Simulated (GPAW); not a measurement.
# SnSe (Fm-3m) in GPAW: single point with r2SCAN

Aim: the single point of SnSe with r2SCAN.

Program: GPAW 26.7.0. These are calculated values, not measurements. Logs are shortened: lines on timing, memory, paths and dates and some standing lists are left out, and cuts for length are marked. The log counts tension as positive stress, the text compression.

## 1. The crystal as given

Symmetry: Fm-3m, No. 225, cubic system. Conventional cell: a = 6.020 Å, b = 6.020 Å, c = 6.020 Å, α = 90.00°, β = 90.00°, γ = 90.00°. Around Sn (site symmetry m-3m) lie 6 Se at 3.01 Å. Around Se (site symmetry m-3m) lie 6 Sn at 3.01 Å.

Measurements of this composition are mostly on another form, of space group No. 62.

## 2. Single point, r2SCAN

run.py reads:

```python
from ase import Atoms
from ase.dft.bandgap import bandgap
from ase.io import write
from ase.units import GPa
from gpaw import GPAW, PW

atoms = Atoms(['Sn', 'Se'],
              cell=[[0.0, 3.01, 3.01],
                    [3.01, 0.0, 3.01],
                    [3.01, 3.01, 0.0]],
              scaled_positions=[[0.0, 0.0, 0.0],
                                [0.5, 0.5, 0.5]],
              pbc=True)

calc = GPAW(mode=PW(500),
            xc='MGGA_X_R2SCAN+MGGA_C_R2SCAN',
            kpts={'size': (6, 6, 6), 'gamma': True},
            occupations={'name': 'fermi-dirac', 'width': 0.05},
            nbands=19,
            maxiter=120,
            txt='gpaw.txt')
atoms.calc = calc
energy = atoms.get_potential_energy()
forces = atoms.get_forces()
stress = atoms.get_stress()
calc.write('gs.gpw')
write('result.traj', atoms)
print(f'Energy: {energy:.6f} eV')
print('Forces (eV/A):')
print(forces.round(4))
print('Stress (GPa):', (stress / GPa).round(3))
print('Fermi level:', round(calc.get_fermi_level(), 4), 'eV')
print(f'Gap: {bandgap(calc)[0]:.4f} eV, direct: {bandgap(calc, direct=True)[0]:.4f} eV')
```

Potentials or basis: GPAW PAW data sets (gpaw-data 1.2.1), pw.

On the command line:

```bash
OMP_NUM_THREADS=1 python run.py
```

gpaw.txt:

```text
__  _  _
 | _ |_)|_||  |
 |__||  | ||/\| - 26.7.0

Input parameters:
  mode=PW(ecut=500.0),
  kpts=MonkhorstPack(size=(6, 6, 6), gamma=True),
  maxiter=120,
  nbands=19,
  occupations=Occupations(name='fermi-dirac', width=0.05),
  xc=XC(name='MGGA_X_R2SCAN+MGGA_C_R2SCAN')

Diagonalizing LCAO Hamiltonian
Converting LCAO to pw mode

                Se

       Sn

Atoms  # Å, Bohr magnetons
|   | symbol |        x |        y |        z |    initial magnetic moments |
|---|--------|----------|----------|----------|-----------------------------|
| 0 |     Sn | 0.000000 | 0.000000 | 0.000000 | ( 0.0000,  0.0000,  0.0000) |
| 1 |     Se | 3.010000 | 3.010000 | 3.010000 | ( 0.0000,  0.0000,  0.0000) |

Unit cell  # Å
| periodic |        x |        y |        z |  lengths |    angles |
|----------|----------|----------|----------|----------|-----------|
|      yes | 0.000000 | 3.010000 | 3.010000 | 4.256783 | 60.000000 |
|      yes | 3.010000 | 0.000000 | 3.010000 | 4.256783 | 60.000000 |
|      yes | 3.010000 | 3.010000 | 0.000000 | 4.256783 | 60.000000 |

Number of symmetries: 48
Symmetry operations  # r_c * U_cc + t_c -> r_c
|    | kind |            matrix            |
|----|------|------------------------------|
|  0 |  σ   |  1, 0, 0,  1, 0,-1,  1,-1, 0 |
|  1 |  C2  |  1, 0, 0,  1,-1, 0,  1, 0,-1 |
|  2 |  E   |  1, 0, 0,  0, 1, 0,  0, 0, 1 |
|  3 |  σ   |  1, 0, 0,  0, 0, 1,  0, 1, 0 |
|  4 |  C4  |  1, 0,-1,  1, 0, 0,  1,-1, 0 |
|  5 |  S6  |  1, 0,-1,  1,-1, 0,  1, 0, 0 |
|  6 |  σ   |  1, 0,-1,  0, 1,-1,  0, 0,-1 |
|  7 |  C3  |  1, 0,-1,  0, 0,-1,  0, 1,-1 |
|  8 |  S6  |  1,-1, 0,  1, 0, 0,  1, 0,-1 |
|  9 |  C4  |  1,-1, 0,  1, 0,-1,  1, 0, 0 |
| 10 |  C3  |  1,-1, 0,  0,-1, 1,  0,-1, 0 |
| 11 |  σ   |  1,-1, 0,  0,-1, 0,  0,-1, 1 |
| 12 |  σ   |  0, 1, 0,  1, 0, 0,  0, 0, 1 |
| 13 |  C4  |  0, 1, 0,  0, 1,-1, -1, 1, 0 |
| 14 |  C3  |  0, 1, 0,  0, 0, 1,  1, 0, 0 |
| 15 |  S6  |  0, 1, 0, -1, 1, 0,  0, 1,-1 |
| 16 |  C2  |  0, 1,-1,  1, 0,-1,  0, 0,-1 |
| 17 |  σ   |  0, 1,-1,  0, 1, 0, -1, 1, 0 |
| 18 |  S4  |  0, 1,-1,  0, 0,-1,  1, 0,-1 |
| 19 |  C4  |  0, 1,-1, -1, 1, 0,  0, 1, 0 |
| 20 |  C3  |  0, 0, 1,  1, 0, 0,  0, 1, 0 |
| 21 |  σ   |  0, 0, 1,  0, 1, 0,  1, 0, 0 |
| 22 |  S6  |  0, 0, 1,  0,-1, 1, -1, 0, 1 |
| 23 |  C4  |  0, 0, 1, -1, 0, 1,  0,-1, 1 |
| 24 |  S4  |  0, 0,-1,  1, 0,-1,  0, 1,-1 |
| 25 |  C3  |  0, 0,-1,  0, 1,-1,  1, 0,-1 |
| 26 |  C2  |  0, 0,-1,  0,-1, 0, -1, 0, 0 |
| 27 |  S6  |  0, 0,-1, -1, 0, 0,  0,-1, 0 |
| 28 |  S4  |  0,-1, 1,  1,-1, 0,  0,-1, 0 |
| 29 |  C4  |  0,-1, 1,  0, 0, 1, -1, 0, 1 |
| 30 |  C2  |  0,-1, 1,  0,-1, 0,  1,-1, 0 |
| 31 |  σ   |  0,-1, 1, -1, 0, 1,  0, 0, 1 |
| 32 |  C3  |  0,-1, 0,  1,-1, 0,  0,-1, 1 |
| 33 |  S6  |  0,-1, 0,  0, 0,-1, -1, 0, 0 |
| 34 |  S4  |  0,-1, 0,  0,-1, 1,  1,-1, 0 |
| 35 |  C2  |  0,-1, 0, -1, 0, 0,  0, 0,-1 |
| 36 |  C2  | -1, 1, 0,  0, 1, 0,  0, 1,-1 |
| 37 |  S6  | -1, 1, 0,  0, 1,-1,  0, 1, 0 |
| 38 |  S4  | -1, 1, 0, -1, 0, 1, -1, 0, 0 |
| 39 |  C3  | -1, 1, 0, -1, 0, 0, -1, 0, 1 |
| 40 |  S6  | -1, 0, 1,  0, 0, 1,  0,-1, 1 |
| 41 |  C2  | -1, 0, 1,  0,-1, 1,  0, 0, 1 |
| 42 |  C3  | -1, 0, 1, -1, 1, 0, -1, 0, 0 |
| 43 |  S4  | -1, 0, 1, -1, 0, 0, -1, 1, 0 |
| 44 |  C2  | -1, 0, 0,  0, 0,-1,  0,-1, 0 |
| 45 |  i   | -1, 0, 0,  0,-1, 0,  0, 0,-1 |
| 46 |  σ   | -1, 0, 0, -1, 1, 0, -1, 0, 1 |
| 47 |  C2  | -1, 0, 0, -1, 0, 1, -1, 1, 0 |

BZ-sampling:
  Number of BZ points: 216
  Number of IBZ points: 16

  Monkhorst-Pack size: [6, 6, 6]
  Monkhorst-Pack shift: [0.08333333333333333, 0.08333333333333333, 0.08333333333333333]

K-points  # in reciprocal-cell coordinates
|     |                                coordinates |     weight |
|-----|--------------------------------------------|------------|
|   0 | (  0.00000000,   0.00000000,   0.00000000) | 0.00462963 |
|   1 | (  0.16666667,   0.16666667,   0.00000000) | 0.02777778 |
|   2 | (  0.16666667,   0.16666667,   0.16666667) | 0.03703704 |
|   3 | (  0.33333333,   0.16666667,   0.16666667) | 0.05555556 |
|   4 | (  0.33333333,   0.33333333,  -0.33333333) | 0.05555556 |
|   5 | (  0.33333333,   0.33333333,   0.00000000) | 0.02777778 |
|   6 | (  0.33333333,   0.33333333,   0.16666667) | 0.11111111 |
|   7 | (  0.33333333,   0.33333333,   0.33333333) | 0.03703704 |
|   8 | (  0.50000000,   0.33333333,  -0.33333333) | 0.11111111 |
|   9 | (  0.50000000,   0.33333333,  -0.16666667) | 0.05555556 |
| ... |                                            |            |
|  15 | (  0.50000000,   0.50000000,   0.50000000) | 0.01851852 |

Plane wave coefficients: 1411
Cutoff: 500.0 eV

Spin-components: 1 (collinear spins)
Bands:           19
Projectors:      11
Spin-degeneracy: 2
Datatype:        complex128

Parallelization:
  kpt:    1
  domain: 1
  band:   1

Density:
  Valence electrons: 20.0
  Components: 1
  Grid points: [24 24 24]
  Charge: 0.0  # |e|

Potential:
  Grid points: [24 24 24]

species:
  Sn:
    name:    Tin
    Z:       50.0
    valence: 14
    core:    36
    charge:  0.0  # [|e|]
    compensation charges:
      type: gauss
      rc: 0.38  # [Å]
      lmax: 2
    cutoffs:
      filter: 2.23  # [Å]
      core: 2.35  # [Å]
    projectors
    | kind |    occ | energy [eV] | rcut [Å] |
    |------|--------|-------------|----------|
    |   5s |  2.000 |     -10.538 |    1.201 |
    |   5p |  2.000 |      -3.696 |    1.270 |
    |   4d | 10.000 |     -25.845 |    1.185 |
    |    s |        |      16.674 |    1.201 |
    |    p |        |      23.515 |    1.270 |
    |    d |        |       1.367 |    1.185 |

    Using partial waves for Sn as LCAO basis

  Se:
    name:    Selenium
    Z:       34.0
    valence: 6
    core:    28
    charge:  0.0  # [|e|]
    compensation charges:
      type: gauss
      rc: 0.27  # [Å]
      lmax: 2
    cutoffs:
      filter: 1.77  # [Å]
      core: 2.67  # [Å]
    projectors
    | kind |    occ | energy [eV] | rcut [Å] |
    |------|--------|-------------|----------|
    |   4s |  2.000 |     -17.277 |    0.847 |
    |   4p |  4.000 |      -6.512 |    1.005 |
    |    s |        |       9.935 |    0.847 |
    |    p |        |      20.699 |    1.005 |
    |    d |        |       0.000 |    0.847 |

    Using partial waves for Se as LCAO basis

Reference energy: -234114.225438  # eV

eigensolver:
  PPCG
  Converge bands: occupied
  niter=2

density mixing:
  MSR1-Mixer
  Pratt-step length: 0.05
  Maximum mixing coefficient: 0.75
  Old densities: 10
  SVD Regularization: 0.005
  Good broyden scale: 1.0
  Trust region scale: 1.0
  Backstep threshold: 4.0
  History deletion threshold: 6.0
  Fourier metric: weight=20.0, sigma=0.015

occupation numbers:
  Fermi-Dirac:
    width: 0.0500  # eV

poisson solver:
  ecut: 4000.0  # eV

xc functional:
  name: MGGA_X_R2SCAN+MGGA_C_R2SCAN with 2 nearest neighbor stencil

convergence criteria:
- Maximum [total energy] change in last 3 cyles: 0.0005 eV / valence electron
- Maximum integral of absolute [dens]ity change: 0.0001 electrons / valence electron
- Maximum integral of absolute [eigenst]ate change: 4e-08 eV^2 / valence electron
maximum number of iterations: 120

SCF iterations
|iter     | |      energy | eigst |  dens |
|---------|-|-------------|-------|-------|
|iter:   1| |  -35.071592 | -0.20 |       |
|iter:   2| |  -32.269215 | -1.21 | -1.32 |
|iter:   3| |-23443152.776675 | +6.84 | -1.31 |
|iter:   4| |   -7.168762 | +1.68 | +2.64 |
|iter:   5| |  -32.286376 | +0.89 | -0.54 |
|iter:   6| |  -32.181422 | -1.23 | -1.39 |
|iter:   7| |  -32.180537 | -2.94 | -1.91 |
|iter:   8| |  -32.173824c| -3.15 | -2.01 |
|iter:   9| |  -32.174098c| -4.28 | -2.53 |
|iter:  10| |  -32.173375c| -4.96 | -2.55 |
|iter:  11| |  -32.173187c| -5.35 | -2.83 |
|iter:  12| |  -32.173140c| -5.86 | -3.12 |
|iter:  13| |  -32.173123c| -5.97 | -3.41 |
|iter:  14| |  -32.173123c| -7.82c| -4.50c|

Converged in 14 steps
Energy contributions relative to reference atoms: (reference = -234114.225438)

Energy contributions:
  Kinetic:          14.238815
  Coulomb:         -14.112642
  Zero:             -0.238985
  External:          0.000000
  Xc:              -32.060213
  Entropy:          -0.000197
  Spinorbit:         0.000000
  ----------------------------
  Free energy:     -32.173222
  Extrapolated:    -32.173123

dipole moment: (-20.307958, -20.307958, -20.307958)  # |e|*Ang

Fermi level: 6.408
Eigenvalues  # (at kpt = [0.000, 0.000, 0.000])
| band index |      eig [eV] | occ [0-2] |
|------------|---------------|-----------|
|          0 |       -16.401 |     2.000 |
|        ... |               |           |
|          2 |       -16.393 |     2.000 |
|          3 |       -16.393 |     2.000 |
|          4 |       -16.393 |     2.000 |
|          5 |        -8.548 |     2.000 |
|          6 |         0.939 |     2.000 |
|          7 |         3.528 |     2.000 |
|          8 |         3.528 |     2.000 |
|          9 |         3.528 |     2.000 |
|         10 |        10.532 |     0.000 |
|         11 |        10.532 |     0.000 |
|         12 |        10.532 |     0.000 |
|         13 |        12.226 |     0.000 |
|         14 |        12.226 |     0.000 |
|         15 |        12.226 |     0.000 |
|         16 |        14.504 |     0.000 |
|         17 |        14.504 |     0.000 |
|         18 |        14.730 |     0.000 |

Gap: 0.466 eV
Transition (v -> c):
  (s=0, k=15, n=9, [0.50, 0.50, 0.50]) -> (s=0, k=15, n=10, [0.50, 0.50, 0.50])
No difference between direct/indirect transitions

Forces  # eV/Ang
|       x |        y |        z |
|---------|----------|----------|
| 0.00000 |  0.00000 |  0.00000 |  # Sn   0
| 0.00000 | -0.00000 | -0.00000 |  # Se   1

Stress tensor  # eV/Ang^3
|        x |         y |         z |
|----------|-----------|-----------|
| 0.005672 |  0.000000 |  0.000000 |
| 0.000000 |  0.005672 | -0.000000 |
| 0.000000 | -0.000000 |  0.005672 |

# Writing to gs.gpw (mode='')
```

Run time: 20 s. Hardware: 1 thread of AMD EPYC 9R45 (Zen 5), shared host; peak memory 0.28 GiB.

What came out:

```
Free energy            : -32.1732 eV
Pressure               : -0.9 GPa
Band gap on the k mesh : 0.47 eV, direct
```

Levels at points of the mesh, in eV from the valence-band top:
| k point | band 7 | band 8 | band 9 | band 10 | band 11 | band 12 | band 13 | band 14 |
| --- | --- | --- | --- | --- | --- | --- | --- | --- |
| (0.00, 0.00, 0.00) | -5.24 | -2.65 | -2.65 | -2.65 | 4.36 | 4.36 | 4.36 | 6.05 |
| (0.50, 0.50, 0.00) | -6.33 | -5.95 | -4.11 | -4.11 | 3.12 | 5.46 | 5.46 | 6.14 |
| (0.50, 0.50, 0.50) | -8.56 | -2.38 | -2.38 | 0.00 | 0.47 | 1.13 | 1.13 | 8.57 |

Caveat: the cutoff is short for stress and forces, so pressures can be off by a GPa or more; the PAW data sets were made with another functional, which shifts forces and pressure a little; spin-orbit coupling is left out, which moves the levels of the heavy elements. A k mesh can miss the band edges.
